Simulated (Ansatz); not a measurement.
Wanted: the native input for an Ansatz 0.2.0 run.

| Item | Value |
| --- | --- |
| Task | electron localisation function |
| Functional | RPBE |
| Dispersion | D3(BJ) |
| Potentials or basis | all-electron PAW datasets made for the crystal |
| Cutoff | 300 eV (chosen from the basis error) |
| k mesh | 10 × 10 × 10 |
| Occupations | gaussian, width 0.05 eV |
| Spin | no spin polarisation |

Crystal: MgO.

```
Mg O
1.0
     2.93802    0.00000    0.00000
    -1.46901    2.54440    0.00000
     0.00000    0.00000    2.67968
Mg O
1 1
Direct
  0.00000 0.00000 0.00000
  0.33333 0.66667 0.50000
```

Measurements of this composition are mostly on another form, of space group No. 225.

The input as run:

input.yaml

```yaml
crystal:
  lattice:
    - [2.9380209034, 0.0, 0.0]
    - [-1.4690104517, 2.5444007392, 0.0]
    - [0.0, 0.0, 2.67968]
  atoms:
    - { symbol: Mg, position: [0.0, 0.0, 0.0] }
    - { symbol: O, position: [0.3333333333, 0.6666666667, 0.5] }
kpoints:
  mp_grid: { grid: [10, 10, 10] }
scf:
  occupations: { method: gaussian, width: 0.05 }
hamiltonian:
  xc: rpbe
  dispersion: d3bj
  pseudopotentials: { kind: all_electron, datasets: crystal }
output:
  forces: true
  stress: true
  eigenvalues: true
  elf: true
  volumetric_format: npy
```

Potentials or basis: all-electron PAW datasets made for the crystal.

Run with:

```bash
$ ansatz run input.yaml --threads 1 --pin off --max-ram 3072MiB --backend cpu --events-out ev --progress --plain --runs-dir out
```

Results of the run:

```
Pressure               : -17.5 GPa
Band gap on the k mesh : 3.12 eV, indirect (least direct gap 3.51 eV)
```

Caveat: so large a pressure means that the cell lies far from this level's equilibrium, or that cutoff or potentials fall short.

It took 7.5 s on 1 thread of Intel(R) Xeon(R) Processor @ 2.70GHz, on a shared host, peak memory 0.45 GiB.
